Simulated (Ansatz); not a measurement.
# Pb (Fm-3m) in Ansatz: notebook

One crystal, Pb, is run at these levels: revPBE+D3(BJ); tasks: single point, equation of state.

All numbers are computed with Ansatz 0.2.0; they aren't measurements. Logs are shortened: lines on timing, memory, paths and dates and some standing lists are left out, and cuts for length are marked.

## Step 1: The structure

The structure is cubic, space group Fm-3m (No. 225). The conventional cell has a = 4.950 Å, b = 4.950 Å, c = 4.950 Å, α = 90.00°, β = 90.00°, γ = 90.00°. Pb (site symmetry m-3m) has 12 Pb at 3.50 Å as nearest neighbours.

## Step 2: Single point, revPBE+D3(BJ), 28.50 Å³/atom (volume scaled by 0.94)

input.yaml

```yaml
crystal:
  lattice:
    - [0.0, 2.4244952108, 2.4244952108]
    - [2.4244952108, 0.0, 2.4244952108]
    - [2.4244952108, 2.4244952108, 0.0]
  atoms:
    - { symbol: Pb, position: [0.0, 0.0, 0.0] }
hamiltonian:
  xc: revpbe
  pseudopotentials: { kind: paw }
  dispersion: d3bj
kpoints:
  mp_grid: { grid: [9, 9, 9] }
scf:
  occupations: { method: fermi_dirac, width: 0.05 }
output:
  forces: true
  stress: true
  eigenvalues: true
```

Potentials or basis: Ansatz PAW.

Run with:

```sh
$ ansatz run input.yaml --threads 2 --pin off --max-ram 5120MiB --backend cpu --events-out ev --progress --plain --runs-dir out
```

The log of the run:

```text
Warning: RAYON_NUM_THREADS=2 ignored (pool sized by the plan → 2); use --threads N
Engine: ansatz 0.2.0, aarch64-unknown-linux-gnu
Pseudopotentials: kind: paw
Pseudopotential: Pb, paw, valence charge 14, recommended cutoff 420 eV (normal), Pb.paw.azcp
Functional definition: revPBE
  parameter kappa = 1.245
  parameter beta = 0.06672455060314922
  exchange = pbe_x(kappa = kappa, mu = beta*pi^2/3)
  correlation = pbe_c(beta = beta)
Crystal: 1 atoms, lattice volume = 28.503 Å³
Basis set: ecut = 420 eV, 537 PW (Γ), exchange–correlation on 48×48×48 points (8 copies of the dense FFT grid, shifted against one another)
Bands: 11, of which v1, the nominal top of the filled ones, is band 7 counted from 1 (6 counted from 0)
Symmetry: 48 space group operations
Space group: Fm-3m (ITA 225), of the structure as read, at distance tolerance 3.1e-5 Å
k-points: 35 of 729
Non-local potential: Pb, projectors of the file, l = 0: 2, l = 1: 2, l = 2: 2, l = 3: 2
PAW form: soft (Blöchl's): semilocal exchange-correlation on the pseudo side does not see the compensation charge
PAW frozen core: Pb, regenerated for the run's functional, and the local potential with it (the file was generated under x = pbe(κ = 0.804, μ = 0.2195149727645171), c = pbe(β = 0.06672455060314922))
PAW one-centre angular grid: Pb, 590 points (default); XC on 64 Gauss nodes
Initial density: superposition of atomic densities (neutral atoms: chi_scale 0, normalization atom), corrected by the library's trained network
Initial wavefunctions: pseudopotential atomic-orbital guess
Functional: x = revpbe(κ = 1.245, μ = 0.2195149727645171), c = pbe(β = 0.06672455060314922)
SCF iter   1: F=—  HF=-11917.995536 eV  |F-HF|=—  |Δ(HF+E_count)|=         —  Δρ=1.42e-3  dr2=5.42e-4  ethr=1.77e-3  ⟨swp⟩=5.9  Hψ=2591  notcnv=0
preconditioner: auto → none  [insulator: Δε(μ)=0.315 eV  Ē_g=20.307 eV  σ=0.050 eV  W_gap=0.52  n_scr=8 (ndim 8)  ℏωp=26.0 eV  f_vac=0.000  D(μ)=0.41/eV (n_scr^D=0)  ε∞_Penn≈2.6]
SCF iter   2: F=—  HF=-11917.994942 eV  |F-HF|=—  |Δ(HF+E_count)|=   5.94e-4  Δρ=3.31e-4  dr2=1.71e-5  ethr=3.87e-6  ⟨swp⟩=2.0  Hψ=930  notcnv=0
SCF iter   3: F=—  HF=-11917.994947 eV  |F-HF|=—  |Δ(HF+E_count)|=   5.43e-6  Δρ=1.60e-4  dr2=3.17e-6  ethr=1.22e-7  ⟨swp⟩=2.3  Hψ=622  notcnv=0
iter 4 did not close the SCF: its close was put off for the readings that it lacked (scf_convergence_deferred on its scf_iter line)
SCF iter   4: F=-11917.994953 eV  HF=-11917.994953 eV  |F-HF|=6.21e-8  |Δ(HF+E_count)|=   5.93e-6  Δρ=1.45e-5  dr2=6.38e-8  ethr=2.26e-8  ⟨swp⟩=2.5  Hψ=534  notcnv=0
iter 5 did not close the SCF: its close was put off for the readings that it lacked (scf_convergence_deferred on its scf_iter line)
SCF iter   5: F=-11917.994953 eV  HF=-11917.994953 eV  |F-HF|=1.08e-9  |Δ(HF+E_count)|=   2.79e-8  Δρ=2.11e-6  dr2=1.33e-9  ethr=4.56e-10  ⟨swp⟩=2.0  Hψ=617  notcnv=0
SCF iter   6: F=-11917.994953 eV  HF=-11917.994953 eV  |F-HF|=1.82e-12  |Δ(HF+E_count)|=  3.40e-10  Δρ=2.41e-7  dr2=7.99e-12  ethr=9.50e-12  ⟨swp⟩=2.6  Hψ=1622  notcnv=0
SCF 1 converged in 6 iterations: F = -11917.994953 eV  dr2 = 7.99e-12
SCF converged after 6 iterations
Free energy (F): -11917.994953 eV
Harris-Foulkes:  -11917.994953 eV  (|F-HF|=1.82e-12)
Internal energy: -11917.991569 eV  (E = F + TS)
E sigma→0 (E₀):  -11917.993261 eV
Entropy (-TS):   -0.003384 eV (-3.384 meV/atom)
Fermi energy:    11.827082 eV
--- Per-component energies (eV) ---
  E_band       = -23.472309
  E_kinetic    = 290.009881
  E_local      = -973.725229  (includes V_loc(G=0)·N_el)
  E_nonlocal   = 349.477251
  E_hartree    = 389.317738
  E_xc         = -221.546740
  E_vxc        = -133.022853  (∫ρ·V_xc dr)
  E_paw        = -10416.498315  (= ΣΔE_a)
  E_vpaw       = -334.846954  (= ΣTr[D̂ρ^β])
  E_aug_tail   = 0.000047  (compensation charges beyond the density's cutoff)
  E_ewald      = -1334.297968
  E_disp       = -0.783572  (pairwise vdW)
  E_core_change = 0.055338  (= ΣΔE_core)
  E_smearing   = -0.003384  (= −TS)
  E_closure    = 0.000000  (closes the sum)
  Σ components = -11917.994953   (vs F -11917.994953, Δ=0.00e0)
--- Forces (eV/Å), atoms counted from 1 ---
  atom   1  Pb    -0.00000000     0.00000000    -0.00000000
  max |Σ_I F_I| component: 1.07e-31 eV/Å
--- Stress (GPa, compression-positive) ---
        2.674779       0.000000      -0.000000
       -0.000000       2.674779      -0.000000
       -0.000000       0.000000       2.674779
  P = ⅓ Tr σ = 2.6748 GPa (26.748 kbar)
--- Band table (eV; the first three rows and the last of 35) ---
  k-point 0: bands = ["-5.1733", "-5.1733", "-5.1733", "-5.0051", "-5.0051", "-0.1769", "19.9400", "19.9400", "19.9400", "21.7620", "24.1179"]
  k-point 1: bands = ["-5.1749", "-5.1538", "-5.1538", "-5.0055", "-5.0055", "0.0772", "17.4181", "19.6375", "19.6375", "21.4775", "24.9131"]
  k-point 2: bands = ["-5.1838", "-5.1307", "-5.1307", "-4.9791", "-4.9791", "0.8418", "13.7453", "18.9936", "18.9936", "21.2342", "24.1345"]
  k-point 34: bands = ["-5.1698", "-5.1521", "-5.0552", "-4.9442", "-4.8182", "5.2875", "10.0589", "11.0415", "12.7662", "22.7248", "23.6836"]
```

It took 0.6 s on 2 threads of Arm Neoverse V1, shared host; peak memory 0.27 GiB.

Results:

```
Free energy            : -11917.9950 eV
Pressure               : 2.7 GPa
Band gap on the k mesh : none (metal or under the smearing width)
```

Caveat: pairwise dispersion overbinds metals, which lowers pressure and volume; the PAW data sets come from PBE, with cores solved anew for the run's functional, which leaves a small shift of forces and pressure.

## Step 3: Single point, revPBE+D3(BJ), 29.11 Å³/atom (volume scaled by 0.96)

input.yaml: that of step 2 with these lines changed.

```diff
@@ -2,5 +2,5 @@
   lattice:
-    - [0.0, 2.4244952108, 2.4244952108]
-    - [2.4244952108, 0.0, 2.4244952108]
-    - [2.4244952108, 2.4244952108, 0.0]
+    - [0.0, 2.4415696833, 2.4415696833]
+    - [2.4415696833, 0.0, 2.4415696833]
+    - [2.4415696833, 2.4415696833, 0.0]
   atoms:
```

Potentials or basis: Ansatz PAW.

Run with:

```sh
$ ansatz run input.yaml --threads 2 --pin off --max-ram 5120MiB --backend cpu --events-out ev --progress --plain --runs-dir out
```

Wall time 0.59 s (2 threads of Arm Neoverse V1, shared host); peak memory 0.27 GiB.

It converged, with:

```
Free energy            : -11918.0027 eV
Pressure               : 1.5 GPa
Band gap on the k mesh : none (metal or under the smearing width)
```

Caveat: pairwise dispersion overbinds metals, which lowers pressure and volume; the PAW data sets come from PBE, with cores solved anew for the run's functional, which leaves a small shift of forces and pressure.

## Step 4: Single point, revPBE+D3(BJ), 29.72 Å³/atom (volume scaled by 0.98)

input.yaml: that of step 3 with these lines changed.

```diff
@@ -2,5 +2,5 @@
   lattice:
-    - [0.0, 2.4415696833, 2.4415696833]
-    - [2.4415696833, 0.0, 2.4415696833]
-    - [2.4415696833, 2.4415696833, 0.0]
+    - [0.0, 2.458408627, 2.458408627]
+    - [2.458408627, 0.0, 2.458408627]
+    - [2.458408627, 2.458408627, 0.0]
   atoms:
```

Run with:

```sh
$ ansatz run input.yaml --threads 2 --pin off --max-ram 5120MiB --backend cpu --events-out ev --progress --plain --runs-dir out
```

Run time: 0.59 s. Hardware: 2 threads of Arm Neoverse V1, shared host; peak memory 0.27 GiB.

Results (log left out):

```yaml
Free_energy: -11918.0062 eV
Pressure: 0.4 GPa
Band_gap_on_the_k_mesh: none (metal or under the smearing width)
```

Caveat: pairwise dispersion overbinds metals, which lowers pressure and volume; the PAW data sets come from PBE, with cores solved anew for the run's functional, which leaves a small shift of forces and pressure.

## Step 5: Single point, revPBE+D3(BJ), 30.32 Å³/atom

input.yaml: that of step 4 with these lines changed.

```diff
@@ -2,5 +2,5 @@
   lattice:
-    - [0.0, 2.458408627, 2.458408627]
-    - [2.458408627, 0.0, 2.458408627]
-    - [2.458408627, 2.458408627, 0.0]
+    - [0.0, 2.47502, 2.47502]
+    - [2.47502, 0.0, 2.47502]
+    - [2.47502, 2.47502, 0.0]
   atoms:
```

Run with:

```sh
$ ansatz run input.yaml --threads 2 --pin off --max-ram 5120MiB --backend cpu --events-out ev --progress --plain --runs-dir out
```

It took 0.59 s on 2 threads of Arm Neoverse V1, shared host; peak memory 0.27 GiB.

It converged, with:

```yaml
Free_energy: -11918.0057 eV
Pressure: -0.6 GPa
Band_gap_on_the_k_mesh: none (metal or under the smearing width)
```

Caveat: pairwise dispersion overbinds metals, which lowers pressure and volume; the PAW data sets come from PBE, with cores solved anew for the run's functional, which leaves a small shift of forces and pressure.

## Step 6: Single point, revPBE+D3(BJ), 30.93 Å³/atom (volume scaled by 1.02)

input.yaml: that of step 5 with these lines changed.

```diff
@@ -2,5 +2,5 @@
   lattice:
-    - [0.0, 2.47502, 2.47502]
-    - [2.47502, 0.0, 2.47502]
-    - [2.47502, 2.47502, 0.0]
+    - [0.0, 2.4914113386, 2.4914113386]
+    - [2.4914113386, 0.0, 2.4914113386]
+    - [2.4914113386, 2.4914113386, 0.0]
   atoms:
@@ -19 +19,5 @@
   eigenvalues: true
+  write_density: true
+  write_potential: true
+  elf: true
+  volumetric_format: npy
```

Potentials or basis: Ansatz PAW.

Run with:

```sh
$ ansatz run input.yaml --threads 2 --pin off --max-ram 5120MiB --backend cpu --events-out ev --progress --plain --runs-dir out
```

Run time: 0.74 s. Hardware: 2 threads of Arm Neoverse V1, shared host; peak memory 0.27 GiB.

Results (log left out):

```
Free energy            : -11918.0019 eV
Pressure               : -1.4 GPa
Band gap on the k mesh : none (metal or under the smearing width)
```

Caveat: pairwise dispersion overbinds metals, which lowers pressure and volume; the PAW data sets come from PBE, with cores solved anew for the run's functional, which leaves a small shift of forces and pressure.

## Step 7: Single point, revPBE+D3(BJ), 31.54 Å³/atom (volume scaled by 1.04)

input.yaml

```yaml
crystal:
  lattice:
    - [0.0, 2.5075897876, 2.5075897876]
    - [2.5075897876, 0.0, 2.5075897876]
    - [2.5075897876, 2.5075897876, 0.0]
  atoms:
    - { symbol: Pb, position: [0.0, 0.0, 0.0] }
hamiltonian:
  xc: revpbe
  pseudopotentials: { kind: paw }
  dispersion: d3bj
kpoints:
  mp_grid: { grid: [9, 9, 9] }
scf:
  occupations: { method: fermi_dirac, width: 0.05 }
output:
  forces: true
  stress: true
  eigenvalues: true
```

Run with:

```sh
$ ansatz run input.yaml --threads 2 --pin off --max-ram 5120MiB --backend cpu --events-out ev --progress --plain --runs-dir out
```

Wall time 0.59 s (2 threads of Arm Neoverse V1, shared host); peak memory 0.27 GiB.

It converged, with:

```
Free energy            : -11917.9951 eV
Pressure               : -2.1 GPa
Band gap on the k mesh : none (metal or under the smearing width)
```

Caveat: pairwise dispersion overbinds metals, which lowers pressure and volume; the PAW data sets come from PBE, with cores solved anew for the run's functional, which leaves a small shift of forces and pressure.

## Step 8: Single point, revPBE+D3(BJ), 32.14 Å³/atom (volume scaled by 1.06)

input.yaml: that of step 7 with these lines changed.

```diff
@@ -2,5 +2,5 @@
   lattice:
-    - [0.0, 2.5075897876, 2.5075897876]
-    - [2.5075897876, 0.0, 2.5075897876]
-    - [2.5075897876, 2.5075897876, 0.0]
+    - [0.0, 2.5235621278, 2.5235621278]
+    - [2.5235621278, 0.0, 2.5235621278]
+    - [2.5235621278, 2.5235621278, 0.0]
   atoms:
```

Run with:

```sh
$ ansatz run input.yaml --threads 2 --pin off --max-ram 5120MiB --backend cpu --events-out ev --progress --plain --runs-dir out
```

Wall time 0.61 s (2 threads of Arm Neoverse V1, shared host); peak memory 0.27 GiB.

It converged, with:

```
Free energy            : -11917.9858 eV
Pressure               : -2.8 GPa
Band gap on the k mesh : none (metal or under the smearing width)
```

Caveat: pairwise dispersion overbinds metals, which lowers pressure and volume; the PAW data sets come from PBE, with cores solved anew for the run's functional, which leaves a small shift of forces and pressure.

## Step 9: Equation of state, revPBE+D3(BJ)

Potentials or basis: Ansatz PAW.

This step only gathers the single runs of the series.

Results:

```yaml
Equilibrium_volume: 29.94 Å³/atom
Bulk_modulus: 48 GPa
Pressure_derivative_of_the_bulk_modulus: 5.4
```

Energy against volume, from the lowest point:
| volume (Å³/atom) | energy (meV/atom) |
| --- | --- |
| 28.503 | 11.21 |
| 29.110 | 3.44 |
| 29.716 | 0.00 |
| 30.323 | 0.43 |
| 30.929 | 4.25 |
| 31.535 | 11.01 |
| 32.142 | 20.37 |

Caveat: the potentials were made for another functional, which shifts forces and pressure. Spin-orbit coupling is left out, which matters for the levels of Pb.

## Step 10: How close it comes

Step 9. The cell as given is a measured one (30.32 Å³/atom); revPBE+D3(BJ) puts the equilibrium volume -1.2 % from it, thermal expansion not counted.
